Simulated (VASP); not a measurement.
# TiSi2 (Fddd) in VASP: further runs

Runs on TiSi2. Level: PBE. Tasks: band structure.

Everything below comes from runs of VASP 6.6.1. Logs are shortened: lines on timing, memory, paths and dates and some standing lists are left out, and cuts for length are marked.

**1. Starting point**

The structure is orthorhombic, space group Fddd (No. 70). Conventional cell: a = 4.779 Å, b = 8.235 Å, c = 8.526 Å, α = 90.00°, β = 90.00°, γ = 90.00°. Ti (site symmetry 222) has 10 Si at 2.55 to 2.78 Å as nearest neighbours. Around Si (site symmetry 2) lie 5 Si at 2.52 to 2.79 Å and 5 Ti at 2.55 to 2.78 Å.

The cell is a database's computed one.

**2. Band structure, PBE**

Input file INCAR:

```
SYSTEM = TiSi2
PREC = Accurate
ENCUT = 500
EDIFF = 1E-7
ISMEAR = -1
SIGMA = 0.05
LREAL = .FALSE.
LASPH = .TRUE.
NELM = 100
ALGO = Fast
ISIF = 2
LWAVE = .FALSE.
LCHARG = .FALSE.
LMAXMIX = 4
GGA = PE
NBANDS = 21
```

Input file KPOINTS:

```
regular mesh
0
G
  7 7 7
  0 0 0
```

Input file POSCAR:

```
TiSi2
1.0
    0.0000000000      4.1175163063      4.2628978354
    2.3895119538      0.0000000000      4.2628978354
    2.3895119538      4.1175163063      0.0000000000
Ti Si
2 4
Direct
    0.7500000000      0.7500000000      0.7500000000
    0.5000000000      0.5000000000      0.5000000000
    0.4125656100      0.0874343900      0.4125656100
    0.0874343900      0.4125656100      0.0874343900
    0.1625656100      0.8374343900      0.1625656100
    0.8374343900      0.1625656100      0.8374343900
```

Input file KPOINTS_OPT:

```
path GYTZGXA1Y,TX1,XAZ,LG
10
line-mode
reciprocal
 0.0000000000  0.0000000000  0.0000000000  G
 0.5000000000  0.0000000000  0.5000000000  Y

 0.5000000000  0.0000000000  0.5000000000  Y
 1.0000000000  0.5000000000  0.5000000000  T

 1.0000000000  0.5000000000  0.5000000000  T
 0.5000000000  0.5000000000  0.0000000000  Z

 0.5000000000  0.5000000000  0.0000000000  Z
 0.0000000000  0.0000000000  0.0000000000  G

 0.0000000000  0.0000000000  0.0000000000  G
 0.0000000000  0.4127457158  0.4127457158  X

 0.0000000000  0.4127457158  0.4127457158  X
 0.5000000000  0.2443551471  0.7443551471  A1

 0.5000000000  0.2443551471  0.7443551471  A1
 0.5000000000  0.0000000000  0.5000000000  Y

 1.0000000000  0.5000000000  0.5000000000  T
 1.0000000000  0.5872542842  0.5872542842  X1

 0.0000000000  0.4127457158  0.4127457158  X
 0.5000000000  0.7556448529  0.2556448529  A

 0.5000000000  0.7556448529  0.2556448529  A
 0.5000000000  0.5000000000  0.0000000000  Z

 0.5000000000  0.5000000000  0.5000000000  L
 0.0000000000  0.0000000000  0.0000000000  G
```

Potentials or basis: VASP PAW PBE potentials, release 64 (Ti, Si).

On the command line:

```bash
$ cat potpaw_PBE.64/Ti/POTCAR potpaw_PBE.64/Si/POTCAR > POTCAR
$ mpirun -np 1 vasp_std > vasp.out
```

OUTCAR:

```text
SYSTEM = TiSi2
   PREC = Accurate
   ENCUT = 500
   EDIFF = 1E-7
   ISMEAR = -1
   LREAL = .FALSE.
   LASPH = .TRUE.
   NELM = 100
   ISIF = 2
   GGA = PE

 ion  position               nearest neighbor table
   1  0.750  0.750  0.750-   6 2.55   5 2.55   6 2.55   5 2.55   3 2.74   3 2.74   4 2.74   4 2.74
                             3 2.78   4 2.78
   2  0.500  0.500  0.500-   4 2.55   3 2.55   4 2.55   3 2.55   5 2.74   5 2.74   6 2.74   6 2.74
                             5 2.78   6 2.78
   3  0.413  0.087  0.413-   6 2.52   6 2.52   2 2.55   2 2.55   4 2.68   1 2.74   1 2.74   1 2.78
                             4 2.79   4 2.79
   4  0.087  0.413  0.087-   5 2.52   5 2.52   2 2.55   2 2.55   3 2.68   1 2.74   1 2.74   1 2.78
                             3 2.79   3 2.79
   5  0.163  0.837  0.163-   4 2.52   4 2.52   1 2.55   1 2.55   6 2.68   2 2.74   2 2.74   2 2.78
                             6 2.79   6 2.79
   6  0.837  0.163  0.837-   3 2.52   3 2.52   1 2.55   1 2.55   5 2.68   2 2.74   2 2.74   2 2.78
                             5 2.79   5 2.79

  LATTYP: Found a face centered orthorhombic cell.
 ALAT       =     4.7790239076
 B/A-ratio  =     1.7231620456
 C/A-ratio  =     1.7840035613

  Lattice vectors:

 A1 = (   0.0000000000,   4.1175163063,   4.2628978354)
 A2 = (   2.3895119538,   0.0000000000,   4.2628978354)
 A3 = (   2.3895119538,   4.1175163063,   0.0000000000)

Analysis of symmetry for initial positions (statically):
=====================================================================
 Subroutine PRICEL returns:
 Original cell was already a primitive cell.

 Routine SETGRP: Setting up the symmetry group for a
 face centered orthorhombic supercell.

 Subroutine GETGRP returns: Found  8 space group operations
 (whereof  4 operations were pure point group operations)
 out of a pool of  8 trial point group operations.

The static configuration has the point symmetry D_2 .
 The point group associated with its full space group is D_2h.

Analysis of symmetry for dynamics (positions and initial velocities):
=====================================================================
 Subroutine PRICEL returns:
 Original cell was already a primitive cell.

 Routine SETGRP: Setting up the symmetry group for a
 face centered orthorhombic supercell.

 Subroutine GETGRP returns: Found  8 space group operations
 (whereof  4 operations were pure point group operations)
 out of a pool of  8 trial point group operations.

The dynamic configuration has the point symmetry D_2 .
 The point group associated with its full space group is D_2h.

 Subroutine INISYM returns: Found  8 space group operations
 (whereof  4 operations are pure point group operations),
 and found     1 'primitive' translations

----------------------------------------------------------------------------------------

                                     Primitive cell

  volume of cell :      83.8841

  direct lattice vectors                    reciprocal lattice vectors
     0.000000000  4.117516306  4.262897835    -0.209247750  0.121432427  0.117291106
     2.389511954  0.000000000  4.262897835     0.209247750 -0.121432427  0.117291106
     2.389511954  4.117516306  0.000000000     0.209247750  0.121432427 -0.117291106

  length of vectors
     5.926739280  4.886928006  4.760641544     0.268863643  0.268863643  0.268863643

  position of ions in fractional coordinates (direct lattice)
     0.750000000  0.750000000  0.750000000
     0.500000000  0.500000000  0.500000000
     0.412565610  0.087434390  0.412565610
     0.087434390  0.412565610  0.087434390
     0.162565610  0.837434390  0.162565610
     0.837434390  0.162565610  0.837434390

  ion indices of the primitive-cell ions
   primitive index   ion index
                 1           1
                 2           2
                 3           3
                 4           4
                 5           5
                 6           6

----------------------------------------------------------------------------------------

 KPOINTS: regular mesh

Automatic generation of k-mesh.
 Grid dimensions read from file:
 generate k-points for:    7    7    7

 Generating k-lattice:

  Cartesian coordinates                     Fractional coordinates (reciprocal lattice)
    -0.029892536  0.017347490  0.016755872     0.142857143  0.000000000  0.000000000
     0.029892536 -0.017347490  0.016755872     0.000000000  0.142857143 -0.000000000
     0.029892536  0.017347490 -0.016755872     0.000000000 -0.000000000  0.142857143

  Length of vectors
     0.038409092  0.038409092  0.038409092

  Shift w.r.t. Gamma in fractional coordinates (k-lattice)
     0.000000000  0.000000000  0.000000000

 Subroutine IBZKPT returns following result:
 ===========================================

 Found     64 irreducible k-points:

 Following reciprocal coordinates:
            Coordinates               Weight
  0.000000  0.000000  0.000000      1.000000
  0.142857  0.000000  0.000000      8.000000
  0.285714  0.000000  0.000000      8.000000
  0.428571  0.000000  0.000000      8.000000
  0.142857  0.142857  0.000000      2.000000
  0.285714  0.142857  0.000000      8.000000
[... 16 lines left out ...]
  0.000000  0.142857  0.142857      2.000000
  0.285714  0.142857  0.142857      4.000000
 [... further k-points ...]
   k-points           NKPTS =     64   k-points in BZ     NKDIM =     64   number of bands    NBANDS=     21
   number of dos      NEDOS =    301   number of ions     NIONS =      6
   total plane-waves  NPLWV =  62208
   dimension x,y,z NGX =    48 NGY =   36 NGZ =   36
   dimension x,y,z NGXF=    96 NGYF=   72 NGZF=   72
   ions per type =               2   4
   NGX,Y,Z   is equivalent  to a cutoff of  13.46, 12.25, 12.57 a.u.
   NGXF,Y,Z  is equivalent  to a cutoff of  26.93, 24.49, 25.14 a.u.
 SYSTEM =  TiSi2
   PREC   = accura    normal or accurate (medium, high low for compatibility)
   ISTART =      0    job   : 0-new  1-cont  2-samecut
   ICHARG =      2    charge: 1-file 2-atom 10-const
   ISPIN  =      1    spin polarized calculation?
   LNONCOLLINEAR =      F non collinear calculations
   LSORBIT =      F    spin-orbit coupling
   LASPH  =      T    aspherical Exc in radial PAW
   ENCUT  =  500.0 eV  36.75 Ry    6.06 a.u.  10.81  8.91  8.68*2*pi/ulx,y,z
   NELM   =    100;   NELMIN=  2; NELMDL= -5     # of ELM steps
   EDIFF  = 0.1E-06   stopping-criterion for ELM
   LREAL  =      F    real-space projection
   EDIFFG = 0.1E-05   stopping-criterion for IOM
   NSW    =      0    number of steps for IOM
   IBRION =     -1    ionic relax: 0-MD 1-quasi-New 2-CG
   NFREE  =      0    steps in history (QN), initial steepest desc. (CG)
   ISIF   =      2    stress and relaxation
   ISYM   =      2    0-nonsym 1-usesym 2-fastsym
   POTIM  = 0.5000    time-step for ionic-motion
   TEBEG  =    0.0;   TEEND  =   0.0 temperature during run
   PSTRESS=    0.0 pullay stress
   NELECT =      24.0000    total number of electrons
   NUPDOWN=      -1.0000    fix difference up-down
   EMIN   =  10.00;   EMAX   =-10.00  energy-range for DOS
   EFERMI =   0.00;   METHOD = LEGACY
   ISMEAR =    -1;   SIGMA  =   0.05  broadening in eV -4-tet -1-fermi 0-gaus
   EFERMI_NEDOS =   21; number of points for ismear=-14 and -15
   IALGO  =     68    algorithm
   IMIX   =      4    mixing-type and parameters
     AMIX     =   0.40;   BMIX     =  1.00
     AMIX_MAG =   1.60;   BMIX_MAG =  1.00
  volume/ion in A,a.u.               =      13.98        94.35
  Fermi-wavevector in a.u.,A,eV,Ry     =   1.078745  2.038532 15.832972  1.163691
  Thomas-Fermi vector in A             =   2.214692
   LORBIT       =      0    0 simple, 1 ext, 2 COOP (PROOUT), +10 PAW based schemes
   GGA     = PE    functional components
   LHFCALC =     F    Hartree Fock is set to
   AEXX    =    0.0000 exact exchange contribution
   IVDW    =     0    specifies the selected vdW correction
   LEPSILON=     F    determine dielectric tensor
   LRPA    =     F    only Hartree local field effects (RPA)
 non-spin polarized calculation
 RMM-DIIS sequential band-by-band and
  energy-cutoff  :      500.00
  volume of cell :       83.88
 maximum number of plane-waves:      2148
 NGX is ok and might be reduce to    48
   NGX = 21   NGY = 17   NGZ = 17

 number of electron      24.0000000 magnetization

 Free energy of the ion-electron system (eV)
  ---------------------------------------------------
  ext. energy  EPLUGINS =         0.00000000
  ---------------------------------------------------
  free energy    TOTEN  =       -40.52211657 eV

  energy without entropy =      -40.50175994  energy(sigma->0) =      -40.51193826

 E-fermi :   7.9731     XC(G=0): -11.5559

 val. band max:        7.9710284621   @ k =  -0.1429   0.1429   0.1429
 cond. band min:       7.9823668432   @ k =  -0.2857   0.1429  -0.0000
 fundamental gap:      0.0113383811
 Fermi energy:         7.9730750816

 k-point     1 :       0.0000    0.0000    0.0000
  band No.  band energies     occupation
      1      -4.6151      2.00000
      2       1.2873      2.00000
      3       2.2443      2.00000
      4       2.5848      2.00000
      5       2.9453      2.00000
      6       4.2294      2.00000
[... 13 lines left out ...]
     20      11.6997      0.00000
     21      12.5349      0.00000

 k-point     2 :       0.1429    0.0000    0.0000
  band No.  band energies     occupation
      1      -4.4055      2.00000
      2       1.0064      2.00000
      3       1.4055      2.00000
      4       2.4726      2.00000
      5       3.3108      2.00000
      6       4.1662      2.00000
[... 13 lines left out ...]
     20      11.8186      0.00000
     21      12.4319      0.00000
[... 487 lines left out ...]
      5       2.7247      2.00000
      6       4.0282      2.00000
[... 13 lines left out ...]
     20      12.0500      0.00000
     21      12.6137      0.00000

 k-point    24 :       0.2857    0.1429    0.1429
  band No.  band energies     occupation
      1      -4.2794      2.00000
      2       0.4461      2.00000
      3       0.9292      2.00000
      4       3.2004      2.00000
      5       3.6769      2.00000
      6       4.4628      2.00000
[... 13 lines left out ...]
     20      11.9686      0.00000
     21      12.1486      0.00000

 [... further k-points ...]

------------------------ aborting loop because EDIFF is reached ----------------------------------------

  FORCE on cell =-STRESS in cart. coord.  units (eV):
  Direction    XX          YY          ZZ          XY          YZ          ZX
  --------------------------------------------------------------------------------------
  -------------------------------------------------------------------------------------
  Total        1.1106115      0.2833585      1.5734015      0.0000000      0.0000000      0.0000000
  in kB       21.2125706      5.4121187     30.0518145      0.0000000      0.0000000      0.0000000
  external PRESSURE =      18.8921679 kB  Pullay stress =       0.0000000 kB

 VOLUME and BASIS-vectors are now :
 -----------------------------------------------------------------------------
  energy-cutoff  :      500.00
  volume of cell :       83.88
      direct lattice vectors                 reciprocal lattice vectors
     0.000000000  4.117516306  4.262897835    -0.209247750  0.121432427  0.117291106
     2.389511954  0.000000000  4.262897835     0.209247750 -0.121432427  0.117291106
     2.389511954  4.117516306  0.000000000     0.209247750  0.121432427 -0.117291106

 POSITION                                       TOTAL-FORCE (eV/Angst)
 -----------------------------------------------------------------------------------
      3.58427      6.17627      6.39435         0.000000     -0.000000      0.000000
      2.38951      4.11752      4.26290        -0.000000     -0.000000      0.000000
      1.19476      3.39749      2.13145         0.000000      0.022095      0.000000
      1.19476      0.72003      2.13145         0.000000     -0.022095      0.000000
      2.38951      1.33873      4.26290        -0.000000      0.022095     -0.000000
      2.38951      6.89630      4.26290        -0.000000     -0.022095     -0.000000
 -----------------------------------------------------------------------------------
    total drift:                                0.000000     -0.000000      0.000000

  FREE ENERGIE OF THE ION-ELECTRON SYSTEM (eV)
  ---------------------------------------------------
  free  energy   TOTEN  =       -40.5221165749 eV

  energy  without entropy=      -40.5017599448  energy(sigma->0) =      -40.51193826
```

Run time: 4.2 min. Hardware: 1 thread of Intel Xeon Platinum 8375C at 2.90GHz (Ice Lake), shared host; peak memory 0.34 GiB.

Results:

```yaml
Free_energy: -40.5221 eV
Pressure: 1.9 GPa
Largest_force: 0.022 eV/Å
Band_gap_along_the_path: none (metal or under the smearing width)
```

Forces on the atoms (eV/Å):
```
Ti   0.000  0.000  0.000
Ti   0.000  0.000  0.000
Si   0.000  0.022  0.000
Si   0.000 -0.022  0.000
Si   0.000  0.022  0.000
Si   0.000 -0.022  0.000
```

Levels at the corners of the path, in eV from the Fermi level:
```
point  band 10  band 11  band 12  band 13  band 14  band 15
    Γ    -2.06    -1.76    -1.33    -0.93     2.04     3.10
    Y    -2.33    -0.87    -0.87     1.26     1.26     3.27
    Y    -2.33    -0.87    -0.87     1.26     1.26     3.27
    T    -1.10    -0.65    -0.65     0.83     0.83     2.28
    T    -1.10    -0.65    -0.65     0.83     0.83     2.28
    Z    -1.55    -0.96    -0.96     0.75     0.75     3.20
    Z    -1.55    -0.96    -0.96     0.75     0.75     3.20
    Γ    -2.06    -1.76    -1.33    -0.93     2.04     3.10
    Γ    -2.06    -1.76    -1.33    -0.93     2.04     3.10
    X    -0.40     0.05     0.14     0.73     0.92     1.79
    X    -0.40     0.05     0.14     0.73     0.92     1.79
   A1    -1.67    -1.38    -1.38     1.40     1.40     2.15
   A1    -1.67    -1.38    -1.38     1.40     1.40     2.15
    Y    -2.33    -0.87    -0.87     1.26     1.26     3.27
    T    -1.10    -0.65    -0.65     0.83     0.83     2.28
   X1    -0.40     0.05     0.14     0.73     0.92     1.79
    X    -0.40     0.05     0.14     0.73     0.92     1.79
    A    -1.67    -1.38    -1.38     1.40     1.40     2.15
    A    -1.67    -1.38    -1.38     1.40     1.40     2.15
    Z    -1.55    -0.96    -0.96     0.75     0.75     3.20
    L    -1.04    -0.02     0.15     0.98     1.38     1.69
    Γ    -2.06    -1.76    -1.33    -0.93     2.04     3.10
```

**3. Band structure, PBE**

POSCAR is that of step 2.

Input file INCAR.step1:

```
PREC = Accurate
ENCUT = 520
EDIFF = 1E-6
ISMEAR = -1
SIGMA = 0.05
LREAL = False
LASPH = True
NELM = 60
ALGO = Fast
ISIF = 2
LWAVE = False
LCHARG = True
LMAXMIX = 4
GGA = PE
```

Input file KPOINTS.step1:

```
Automatic mesh
0
Gamma
  7 7 7
```

Input file INCAR.step2:

```
PREC = Accurate
ENCUT = 520
EDIFF = 1E-6
ISMEAR = 0
SIGMA = 0.05
LREAL = False
LASPH = True
NELM = 60
ALGO = Fast
ISIF = 2
LWAVE = False
LCHARG = False
LMAXMIX = 4
GGA = PE
ICHARG = 11
```

Input file KPOINTS.step2:

```
path GYTZGXA1Y,TX1,XAZ,LG
20
line-mode
reciprocal
 0.0000000000  0.0000000000  0.0000000000  G
 0.5000000000  0.0000000000  0.5000000000  Y

 0.5000000000  0.0000000000  0.5000000000  Y
 1.0000000000  0.5000000000  0.5000000000  T

 1.0000000000  0.5000000000  0.5000000000  T
 0.5000000000  0.5000000000  0.0000000000  Z

 0.5000000000  0.5000000000  0.0000000000  Z
 0.0000000000  0.0000000000  0.0000000000  G

 0.0000000000  0.0000000000  0.0000000000  G
 0.0000000000  0.4127457158  0.4127457158  X

 0.0000000000  0.4127457158  0.4127457158  X
 0.5000000000  0.2443551471  0.7443551471  A1

 0.5000000000  0.2443551471  0.7443551471  A1
 0.5000000000  0.0000000000  0.5000000000  Y

 1.0000000000  0.5000000000  0.5000000000  T
 1.0000000000  0.5872542842  0.5872542842  X1

 0.0000000000  0.4127457158  0.4127457158  X
 0.5000000000  0.7556448529  0.2556448529  A

 0.5000000000  0.7556448529  0.2556448529  A
 0.5000000000  0.5000000000  0.0000000000  Z

 0.5000000000  0.5000000000  0.5000000000  L
 0.0000000000  0.0000000000  0.0000000000  G
```

Potentials or basis: VASP PAW PBE potentials, release 64 (Ti_pv, Si).

On the command line:

```bash
$ cat potpaw_PBE.64/Ti_pv/POTCAR potpaw_PBE.64/Si/POTCAR > POTCAR
$ cp INCAR.step1 INCAR
$ cp KPOINTS.step1 KPOINTS
$ mpirun -np 1 vasp_std > vasp.out
$ cp INCAR.step2 INCAR
$ cp KPOINTS.step2 KPOINTS
$ mpirun -np 1 vasp_std > vasp.out
```

Wall time 7 min (1 thread of Intel Xeon Platinum 8375C at 2.90GHz (Ice Lake), shared host); peak memory 0.48 GiB.

The run converged. Its results:

```
Band gap along the path : none (metal or under the smearing width)
```

Levels at the corners of the path, in eV from the Fermi level:
```
point  band 15  band 16  band 17  band 18  band 19  band 20  band 21  band 22
    Γ    -2.27    -2.07    -1.78    -1.35    -0.93     2.07     3.13     3.43
    Y    -2.34    -2.34    -0.87    -0.87     1.28     1.28     3.31     3.38
    Y    -2.34    -2.34    -0.87    -0.87     1.28     1.28     3.30     3.36
    T    -1.12    -1.12    -0.65    -0.65     0.85     0.85     2.29     2.29
    T    -1.12    -1.12    -0.65    -0.65     0.85     0.85     2.29     2.29
    Z    -1.56    -1.56    -0.96    -0.96     0.75     0.75     3.23     3.24
    Z    -1.56    -1.56    -0.96    -0.96     0.75     0.75     3.23     3.25
    Γ    -2.27    -2.07    -1.78    -1.35    -0.93     2.07     3.13     3.45
    Γ    -2.27    -2.07    -1.78    -1.35    -0.93     2.07     3.16     3.41
    X    -1.35    -0.40     0.06     0.14     0.74     0.93     1.79     2.53
    X    -1.35    -0.40     0.06     0.14     0.74     0.93     1.79     2.53
   A1    -1.68    -1.68    -1.39    -1.39     1.41     1.41     2.16     2.16
   A1    -1.68    -1.68    -1.39    -1.39     1.41     1.41     2.16     2.16
    Y    -2.34    -2.34    -0.87    -0.87     1.28     1.28     3.31     3.34
    T    -1.12    -1.12    -0.65    -0.65     0.85     0.85     2.29     2.29
   X1    -1.35    -0.40     0.06     0.14     0.74     0.93     1.79     2.53
    X    -1.35    -0.40     0.06     0.14     0.74     0.93     1.79     2.53
    A    -1.68    -1.68    -1.39    -1.39     1.41     1.41     2.16     2.16
    A    -1.68    -1.68    -1.39    -1.39     1.41     1.41     2.16     2.16
    Z    -1.56    -1.56    -0.96    -0.96     0.75     0.75     3.23     3.27
    L    -1.93    -1.05    -0.01     0.15     0.99     1.39     1.68     2.26
    Γ    -2.27    -2.07    -1.78    -1.35    -0.93     2.07     3.14     3.43
```

Caveat: the log is that of the step along the path at fixed density, whose energy, stress, charges and moments have no meaning.
